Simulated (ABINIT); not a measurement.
**TiO2 (Anatase): single point with PBE**

TiO2 (Anatase):

```
CELL_PARAMETERS angstrom
-1.89210 1.89210 4.75730
1.89210 -1.89210 4.75730
1.89210 1.89210 -4.75730
ATOMIC_POSITIONS crystal
Ti 0.75000 0.25000 0.50000
Ti 0.00000 0.00000 0.00000
O 0.79190 0.79190 0.00000
O 0.54190 0.04190 0.50000
O 0.95810 0.45810 0.50000
O 0.20810 0.20810 0.00000
```

```yaml
Program: ABINIT 10.8.3 (patched build)
Task: single point
Functional: PBE
Potentials_or_basis: PseudoDojo NC SR PBE v0.4.1 standard
Cutoff: 952 eV
k_mesh: 8 × 8 × 8
Occupations: fermi-dirac, width 0.05 eV
Spin: no spin polarisation
```

```json
{
  "Largest force": "0.083 eV/Å",
  "Band gap on the k mesh": "2.19 eV, indirect (least direct gap 2.49 eV)",
  "Valence electrons inside the program's atomic spheres": "Ti 9.43; O 6.31"
}
```

Forces on the atoms (eV/Å):
```
Ti   0.000  0.000  0.000
Ti   0.000  0.000  0.000
O    0.000  0.000 -0.083
O    0.000  0.000 -0.083
O    0.000  0.000  0.083
O    0.000  0.000  0.083
```

Levels at points of the mesh, in eV from the valence-band top:
| k point | band 20 | band 21 | band 22 | band 23 | band 24 | band 25 | band 26 | band 27 | band 28 | band 29 |
| --- | --- | --- | --- | --- | --- | --- | --- | --- | --- | --- |
| (0.00, 0.00, 0.00) | -0.74 | -0.73 | -0.73 | -0.43 | -0.43 | 2.19 | 2.93 | 4.06 | 4.08 | 4.09 |
| (0.50, 0.00, 0.00) | -1.92 | -1.92 | -0.91 | -0.81 | -0.60 | 3.32 | 3.63 | 3.64 | 3.75 | 4.45 |
| (0.50, 0.50, 0.00) | -2.62 | -2.02 | -2.02 | 0.00 | 0.00 | 3.43 | 3.43 | 3.90 | 3.90 | 4.97 |
| (0.50, 0.50, 0.50) | -1.31 | -1.23 | -1.23 | -0.09 | -0.09 | 2.55 | 2.55 | 3.86 | 3.87 | 4.33 |

It took 3.2 min on 4 MPI ranks on Intel(R) Xeon(R) Platinum 8488C (Sapphire Rapids) (shared host), peak memory 0.6 GiB a rank.

 A k mesh can miss the band edges.
